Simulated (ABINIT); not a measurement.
# AlAs (F-43m): G0W0 with ABINIT, start to end, part 3 of 3

Aim: the G0W0 gap of AlAs (F-43m) on PBE, step by step.

ABINIT 10.8.3; PBE and many-body steps on it, plane waves. Known limits of the many-body steps: not at the basis limit; no spin-orbit coupling; coarse k mesh.

So far. Step 3 (Bands along the symmetry lines): The gap is 1.436 eV, as in the run before at this level. Step 4 (Empty states on the mesh, 4×4×4 mesh, 94 bands): On this mesh the gap is 1.436 eV.

**5. Screening, 4×4×4 mesh, 86 bands, screening to 136.1 eV**

The RPA dielectric matrix is built and inverted for each q.

This step: RPA screening on PBE, plane waves, norm-conserving pseudopotentials.

Input file run.abi:

```
acell 3*1.0 Angstrom
rprim 
  0.000000000000 2.830400000000 2.830400000000
  2.830400000000 0.000000000000 2.830400000000
  2.830400000000 2.830400000000 -0.000000000000
ntypat 2
znucl 13 33
natom 2
typat 1 2
xred 
  0.000000000000 0.000000000000 0.000000000000
  0.250000000000 0.250000000000 0.250000000000
pp_dirpath "pseudos"
pseudos "Al.upf, As.upf"
ecut 44
ngkpt 4 4 4
nshiftk 1
shiftk 0 0 0
kptopt 1
chksymbreak 0
istwfk *1
occopt 1
irdwfk 1
optdriver 3
nband 86
ecuteps 5
inclvkb 2
awtr 1
symchi 1
indata_prefix "in"
outdata_prefix "out"
tmpdata_prefix "tmp"
```

Launch:

```
> OMP_NUM_THREADS=1 mpirun -n 4 abinit run.abi > log
```

Numbers of over 12 decimals in the logs are rounded to 6 here.

The log of the run:

```text
.Version 10.8.3 of ABINIT. v10.8.2 released Aug 2026.

 Symmetries : space group F-4 3 m (#216); Bravais cF (face-center cubic)
[... echo of the input left out ...]
== DATASET  1 ==================================================================
-   mpi_nproc: 4, omp_nthreads: 1 (-1 if OMP is not activated)

--- !DatasetInfo
iteration_state: {dtset: 1, }
dimensions: {natom: 2, nkpt: 8, mband: 86, nsppol: 1, nspinor: 1, nspden: 1, mpw: 4314, }
cutoff_energies: {ecut:  44.0, pawecutdg:  -1.0, }
electrons: {nelect:   2.60000000E+01, charge:   0.00000000E+00, occopt:   1.00000000E+00, tsmear:   1.00000000E-02, }

 SCREENING: Calculation of the susceptibility and dielectric matrices

 Based on a program developped by R.W. Godby, V. Olevano, G. Onida, and L. Reining.
 Incorporated in ABINIT by V. Olevano, G.-M. Rignanese, and M. Torrent.
.Using double precision arithmetic ; gwpc =  8

[... cell and pseudopotentials left out ...]
--------------------------------------------------------------------------------

 ==== K-mesh for the wavefunctions ====
 Number of points in the irreducible wedge :     8
[... list of points left out ...]
 Together with 24 symmetry operations and time-reversal symmetry
 yields    64 points in the full Brillouin Zone.

 ==== Q-mesh for the screening function ====
 Number of points in the irreducible wedge :     8
[... list of points left out ...]
 Together with 24 symmetry operations and time-reversal symmetry
 yields    64 points in the full Brillouin Zone.

 setmesh: FFT mesh size selected  =    30x   30x   30
          total number of points  =        27000

 vcoul_init : cutoff-mode = AUXILIARY_FUNCTION
 q-points for optical limit:   1
     1)      0.000010    0.000020    0.000030

- screening: taking advantage of time-reversal symmetry
- Maximum band index for partially occupied states nbvw = 13
- Remaining bands to be divided among processors   nbcw = 73
- Number of bands treated by each node ~18

 Number of electrons calculated from density =   26.0000; Expected =   26.0000
 average of density, n =  0.084958
 r_s =    1.4111
 omega_plasma =   28.1162 [eV]

 calculating chi0 at frequencies [eV] :
  1    0.000000E+00    0.000000E+00
  2    0.000000E+00    2.811624E+01

--------------------------------------------------------------------------------
  q-point number  1        q = ( 0.000000, 0.000000, 0.000000) [r.l.u.]
--------------------------------------------------------------------------------
[... chi0 elements left out ...]
 For q-point:  0.000010 0.000020 0.000030
  dielectric constant =  14.2065
  dielectric constant without local fields =  15.9518

  Average fulfillment of the sum rule on Im[epsilon] for q-point    1 :     37.56  [%]
[... wings left out ...]
  q-point number  2        q = ( 0.250000, 0.000000, 0.000000) [r.l.u.]
--------------------------------------------------------------------------------
[... chi0 elements left out ...]
  Average fulfillment of the sum rule on Im[epsilon] for q-point    2 :     42.43  [%]

 [... 6 further q-points ...]
```

The job ended after 19 s (4 MPI ranks of Arm Neoverse V2, shared host; peak memory 0.82 GiB).

Numbers from this step:

```
ε∞ with local fields, on this mesh, along the program's q direction : 14.21
the same without local fields                                       : 15.95
plasma frequency                                                    : 28.12 eV
plane waves in the screening matrix                                 : 169
```

Local fields lower ε∞ by 11 %. On a Γ-centred mesh this coarse the value itself is usually too large, while a short band sum pulls it down.

**6. Self-energy, 4×4×4 mesh, 86 bands, screening to 136.1 eV**

The self-energy is evaluated for the states that the input lists, and the levels follow from it, in one-shot runs by the linearised quasiparticle equation.

This step: G0W0 on PBE, plane waves, norm-conserving pseudopotentials.

Edit run.abi of step 5 so:

```diff
@@ -23,8 +23,17 @@
 irdwfk 1
-optdriver 3
+optdriver 4
 nband 86
+gwcalctyp 0
+ecutsigx 44
+symsigma 1
+nkptgw 2
+kptgw 
+  0.0000000000 0.0000000000 0.0000000000
+  0.5000000000 0.5000000000 0.0000000000
+bdgw 
+  11 17
+  12 15
 ecuteps 5
-inclvkb 2
-awtr 1
-symchi 1
+irdscr 1
+ppmodel 1
 indata_prefix "in"
```

The log of the run:

```text
.Version 10.8.3 of ABINIT. v10.8.2 released Aug 2026.

 Symmetries : space group F-4 3 m (#216); Bravais cF (face-center cubic)
[... echo of the input left out ...]
== DATASET  1 ==================================================================
-   mpi_nproc: 4, omp_nthreads: 1 (-1 if OMP is not activated)

--- !DatasetInfo
iteration_state: {dtset: 1, }
dimensions: {natom: 2, nkpt: 8, mband: 86, nsppol: 1, nspinor: 1, nspden: 1, mpw: 4314, }
cutoff_energies: {ecut:  44.0, pawecutdg:  -1.0, }
electrons: {nelect:   2.60000000E+01, charge:   0.00000000E+00, occopt:   1.00000000E+00, tsmear:   1.00000000E-02, }

 SIGMA: Calculation of the GW corrections

 Based on a program developped by R.W. Godby, V. Olevano, G. Onida, and L. Reining.
 Incorporated in ABINIT by V. Olevano, G.-M. Rignanese, and M. Torrent.
.Using double precision arithmetic ; gwpc =  8

[... cell and pseudopotentials left out ...]
--------------------------------------------------------------------------------

 ==== K-mesh for the wavefunctions ====
 Number of points in the irreducible wedge :     8
[... list of points left out ...]
 Together with 24 symmetry operations and time-reversal symmetry
 yields    64 points in the full Brillouin Zone.

 ==== Q-mesh for screening function ====
 Number of points in the irreducible wedge :     8
[... list of points left out ...]
 Together with 24 symmetry operations and time-reversal symmetry
 yields    64 points in the full Brillouin Zone.

 vcoul_init : cutoff-mode = AUXILIARY_FUNCTION
 q-points for optical limit:   1
     1)      0.000010    0.000020    0.000030
 setmesh: FFT mesh size selected  =    45x   45x   45
          total number of points  =        91125

 Number of electrons calculated from density =   26.0000; Expected =   26.0000
 average of density, n =  0.084958
 r_s =    1.4111
 omega_plasma =   28.1162 [eV]

 === KS Band Gaps ===
  >>>> For spin  1
   Minimum direct gap =   2.0442 [eV], located at k-point      :   0.0000  0.0000  0.0000
   Fundamental gap    =   1.4358 [eV], Top of valence bands at :   0.0000  0.0000  0.0000
                                       Bottom of conduction at :   0.5000  0.5000  0.0000
 SIGMA fundamental parameters:
 PLASMON POLE MODEL  1
 number of plane-waves for SigmaX                 4279
 number of plane-waves for SigmaC and W            169
 number of plane-waves for wavefunctions          4279
 number of bands                                    86
 number of independent spin polarizations            1
 number of spinorial components                      1
 number of k-points in IBZ                           8
 number of q-points in IBZ                           8
 number of symmetry operations                      24
 number of k-points in BZ                           64
 number of q-points in BZ                           64
 number of frequencies for dSigma/dE                 9
 frequency step for dSigma/dE [eV]                0.25
 number of omega for Sigma on real axis              0
 max omega for Sigma on real axis  [eV]           0.00
 zcut for avoiding poles [eV]                     0.10

 EPSILON^-1 parameters (SCR file):
 dimension of the eps^-1 matrix on file            169
 dimension of the eps^-1 matrix used               169
 number of plane-waves for wavefunctions          4279
 number of bands                                    86
 number of q-points in IBZ                           8
 number of frequencies                               2
 number of real frequencies                          1
 number of imag frequencies                          1

 matrix elements of self-energy operator (all in [eV])

 Perturbative Calculation

--- !SelfEnergy_ee
iteration_state: {dtset: 1, }
kpoint     : [   0.000,    0.000,    0.000, ]
spin       : 1
KS_gap     :    2.044
QP_gap     :    2.769
Delta_QP_KS:    0.725
data: !SigmaeeData |
     Band     E0 <VxcDFT>   SigX SigC(E0)      Z dSigC/dE  Sig(E)    E-E0       E
       11   4.434 -13.057 -14.997   1.370   0.786  -0.272 -13.505  -0.448   3.985
       12   4.434 -13.057 -14.997   1.370   0.786  -0.272 -13.505  -0.448   3.985
       13   4.434 -13.057 -14.997   1.370   0.786  -0.272 -13.505  -0.448   3.985
       14   6.478 -11.857  -7.665  -3.845   0.794  -0.259 -11.581   0.276   6.754
       15   8.727  -9.563  -5.073  -4.286   0.787  -0.271  -9.402   0.161   8.888
       16   8.727  -9.563  -5.073  -4.286   0.787  -0.271  -9.402   0.161   8.888
       17   8.727  -9.563  -5.073  -4.286   0.787  -0.271  -9.402   0.161   8.888

--- !SelfEnergy_ee
iteration_state: {dtset: 1, }
kpoint     : [   0.500,    0.500,    0.000, ]
spin       : 1
KS_gap     :    3.609
QP_gap     :    4.260
Delta_QP_KS:    0.650
data: !SigmaeeData |
     Band     E0 <VxcDFT>   SigX SigC(E0)      Z dSigC/dE  Sig(E)    E-E0       E
       12   2.260 -11.610 -14.419   1.940   0.773  -0.293 -12.282  -0.672   1.589
       13   2.260 -11.610 -14.419   1.940   0.773  -0.293 -12.282  -0.672   1.589
       14   5.870  -8.423  -4.736  -3.713   0.803  -0.246  -8.444  -0.021   5.848
       15   6.735  -9.140  -5.244  -3.747   0.800  -0.250  -9.021   0.119   6.853

== END DATASET(S) ==============================================================
================================================================================

 -outvars: echo values of variables after computation  --------
           etotal      0.0000000000E+00
            nband          86
             nkpt           8
          spgroup         216
 [... the other variables as echoed above ...]

 Calculation completed.
```

It took 5.8 s on 4 MPI ranks; peak memory 0.59 GiB.

Numbers from this step:

| Quantity | Value |
| --- | --- |
| G0W0 gap on the points computed | 1.863 eV |
| starting gap on the mesh | 1.436 eV |
| k of the valence top | 0, 0, 0 |
| k of the conduction bottom | 0.5, 0.5, 0 |
| Z at the valence top | 0.786 |
| Z at the conduction bottom | 0.803 |
| least direct G0W0 gap on the computed points | 2.769 eV |

The gap on the mesh goes from 1.44 eV to 1.86 eV, a correction of +0.43 eV.

Limits: finite bands, cutoff and mesh; no spin-orbit coupling; coarse k mesh. v1 is the top filled band, c1 the lowest empty one. Levels before and after the correction, in eV, zero at the valence-band top of each column:

|  | conduction bottom | valence top |
| --- | --- | --- |
| Kohn-Sham | 1.44 | 0.00 |
| G0W0 | 1.86 | 0.00 |

|  | level | energy (eV) |
| --- | --- | --- |
| Kohn-Sham | Γ v3-v1 | 0.000 |
| Kohn-Sham | Γ c1 | 2.044 |
| Kohn-Sham | Γ c2-c4 | 4.293 |
| Kohn-Sham | (0.5 0.5 0) v2-v1 | -2.173 |
| Kohn-Sham | (0.5 0.5 0) c1 | 1.436 |
| Kohn-Sham | (0.5 0.5 0) c2 | 2.301 |
| G0W0 | Γ v3-v1 | 0.000 |
| G0W0 | Γ c1 | 2.769 |
| G0W0 | Γ c2-c4 | 4.903 |
| G0W0 | (0.5 0.5 0) v2-v1 | -2.396 |
| G0W0 | (0.5 0.5 0) c1 | 1.863 |
| G0W0 | (0.5 0.5 0) c2 | 2.868 |

**7. Where the time went**

Times are wall times on 4 MPI ranks of Arm Neoverse V2, shared host, good to a factor of about two.

| step | time | share | memory (GiB) |
| --- | --- | --- | --- |
| ground state | 11 s | 16 % | 0.34 |
| bands along the symmetry lines | 16 s | 23 % | 0.33 |
| empty states on the mesh | 18 s | 26 % | 0.33 |
| screening | 19 s | 27 % | 0.82 |
| self-energy | 5.8 s | 8 % | 0.59 |

**8. What came out**

- PBE gap: 1.44 eV, indirect
- G0W0 gap on the mesh: 1.86 eV
- GW settings: 4×4×4 mesh, 86 bands, screening to 136.1 eV, Godby-Needs plasmon pole
- known limits: not at the basis limit; no spin-orbit coupling; coarse k mesh

What this shows: G0W0 moves the gap on the mesh from 1.44 eV to 1.86 eV (+0.43 eV), with Z of 0.79 and 0.80 at the edges. Local fields lower the RPA ε∞ on this mesh from 15.95 to 14.21; a Γ-centred mesh this coarse tends to raise both, most where the direct gap is narrow, while a short band sum lowers them. Only 2 of the mesh's irreducible points were corrected, so a valley elsewhere could overtake. Against experiment, by G0W0@PBE: the direct gap of 2.77 eV lies −0.25 eV from the measured 3.018 eV (direct, 300 K, quoted 2023). An exciton line or allowed optical edge lies below the quasiparticle gap by the binding energy; a forbidden edge can push the onset above it. The calculation has static nuclei and no excitons; a measured gap holds zero-point and thermal motion, which mostly lowers it. Bands and cutoff are finite, so the gap is not at the basis limit. The miss can reach some tenths of an eV and take either sign; the mesh is an error of its own. In the G0W0 run levels were corrected at 2 k points alone, so a gap called «on the mesh» is the least over those, and an edge elsewhere would be missed. The 4×4×4 mesh is coarse for this cell, which bears on the long-range parts of exchange and screening. The many-body steps are scalar-relativistic: spin-orbit coupling is not in them.

[Paths, hosts, dates, memory and timing lines, banners, echoed tables and standing remarks are left out of the program output.]

[Logs are printed without paths, hosts, clocks, repeated set-up lines and the standing remarks that a program may print on its own settings, such as how far it seeks lower states.]

[Runs of the session that timed out or met a known fault of the program may be left out.]

[Hosts, paths, dates, database ids (printed as entryN), source tags and the programs' standing remarks are cut or masked in the printed files.]

[G0W0 gaps are taken among the corrected bands and points alone; a level outside them can change the order at an edge.]

[Where Ansatz stands beside ABINIT at settings called matched, ABINIT's density can come from a denser mesh and the files from another edition; pairs whose starting gaps differed by over 0.03 eV were left out, so agreement reads better than it is.]
